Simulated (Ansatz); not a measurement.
As:

```
CELL_PARAMETERS angstrom
1.88080 1.08588 3.51406
-1.88080 1.08588 3.51406
0.00000 -2.17176 3.51406
ATOMIC_POSITIONS crystal
As 0.22600 0.22600 0.22600
As 0.77400 0.77400 0.77400
```

Program: Ansatz 0.2.0. Alike in all runs: task band structure; potentials or basis Ansatz PAW; cell as given; smearing fermi-dirac 0.05 eV. Hardware: 2 threads of Arm Neoverse V2, on a shared host.

Order these runs on this cell by their wall time, lowest first.
A. level revPBE; spin off; k mesh 9 × 9 × 9; cutoff (eV) 420
B. level r2SCAN; spin off; k mesh 9 × 9 × 9; cutoff (eV) 500
C. level PBEsol; spin SOC, no magnetisation; k mesh 7 × 7 × 7; cutoff (eV) 420

A (3 s), B (7.1 s), C (19 s).

Runs at the PBE level aren't shown here.
